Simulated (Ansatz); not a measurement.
**A vibration from a frozen displacement in LiF**

Computed with DFT PBE, scalar-relativistic, plane waves, PAW (Ansatz). Cutoff 420 eV, Γ-centred 10×10×10 k-points, Gaussian smearing of 0.05 eV. No spin polarisation. Energies are free energies at this smearing, counted from the undisturbed cell; pressure is positive in compression.

Zero of the scan (as given, not relaxed at this level; it stands at 2.1 GPa):

```
Li F
1.0
     0.00000    2.01400    2.01400
     2.01400    0.00000    2.01400
     2.01400    2.01400    0.00000
Li F
1 1
Direct
  0.00000 0.00000 0.00000
  0.50000 0.50000 0.50000
```

Every Li atom is moved by x along the Cartesian unit vector (0.000, -0.707, -0.707); the cell and all other atoms stay fixed. The cell's volume is 16.34 Å³; the moved atoms weigh 6.940 u together and the others 18.998 u. Some rows repeat others by symmetry and weren't run.

| x (Å) | ΔE (meV/cell) | total force on the moved atoms along the move (eV/Å) | pressure (GPa) |
| --- | --- | --- | --- |
| -0.1000 | 8.02 | 0.1625 | 2.5192 |
| -0.0875 | 6.12 | 0.1413 | 2.4254 |
| -0.0750 | 4.48 | 0.1205 | 2.3445 |
| -0.0625 | 3.11 | 0.1000 | 2.2760 |
| -0.0500 | 1.98 | 0.0796 | 2.2201 |
| -0.0375 | 1.11 | 0.0595 | 2.1767 |
| -0.0250 | 0.49 | 0.0396 | 2.1456 |
| -0.0125 | 0.12 | 0.0198 | 2.1273 |
| 0.0000 | 0.00 | 0.0000 | 2.1205 |
| 0.0125 | 0.12 | -0.0198 | 2.1273 |
| 0.0250 | 0.49 | -0.0396 | 2.1456 |
| 0.0375 | 1.11 | -0.0595 | 2.1767 |
| 0.0500 | 1.98 | -0.0796 | 2.2201 |
| 0.0625 | 3.11 | -0.1000 | 2.2760 |
| 0.0750 | 4.48 | -0.1205 | 2.3445 |
| 0.0875 | 6.12 | -0.1413 | 2.4254 |
| 0.1000 | 8.02 | -0.1625 | 2.5192 |

Q: What frequency belongs to this motion?

A: The force constant is k = −dF/dx = 1.584 eV/Å², from the parabola through x = -0.0125, 0 and 0.0125. In every cell the moved atoms swing against the rest, so the mass is μ = m₁m₂/(m₁ + m₂) = 5.083 u, and ν̃ = 521.5 cm⁻¹ × √(|k|/μ) = 291 cm⁻¹, at this cell's pressure of 2.1 GPa. To first order in x, and within 1 %, the force on every atom lies along the move and, within each of the two groups, in proportion to the atom's mass, so this is itself a mode at the zone centre of this cell, taken without macroscopic field (the transverse frequency in a polar insulator).

Q: How far does the harmonic law reach?

A: At x = -0.100 Å, kx²/2 = 7.92 meV against the computed 8.02 meV (+1.2 %): the well is still close to harmonic there.